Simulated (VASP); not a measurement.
A run of VASP 6.6.1:

File INCAR:

```
SYSTEM = Al
PREC = Accurate
ENCUT = 600
EDIFF = 1E-7
ISMEAR = 1
SIGMA = 0.1
LREAL = .False.
LASPH = .True.
NELM = 80
ALGO = Normal
ISIF = 2
LWAVE = .False.
LCHARG = .False.
GGA = PS
IBRION = 2
NSW = 40
EDIFFG = -0.01
```

File KPOINTS:

```
Automatic mesh
0
Gamma
  16 16 16
  0 0 0
```

Contents of POSCAR:

```
Al                                      
1.0
    0.0000000000      1.9806857861      1.9806857861
    1.9806857861      0.0000000000      1.9806857861
    1.9806857861      1.9806857861      0.0000000000
  Al            
     1
Direct
     0.0000000000000000    0.0000000000000000    0.0000000000000000
```

Potentials or basis: VASP PAW PBE potentials, release 64 (Al).

Run with:

```console
$ cat potpaw_PBE.64/Al/POTCAR > POTCAR
$ mpirun -np 1 vasp_std > vasp.out
```

Hardware: 1 thread of Intel(R) Xeon(R) 6975P-C (Granite Rapids), on a shared host.

Task: How long does it take, and how much memory?

Result: It took 3.9 s on 1 thread of Intel(R) Xeon(R) 6975P-C (Granite Rapids), on a shared host, peak memory 0.13 GiB. Counts: scf iterations 11, k points 145, ion steps 1.
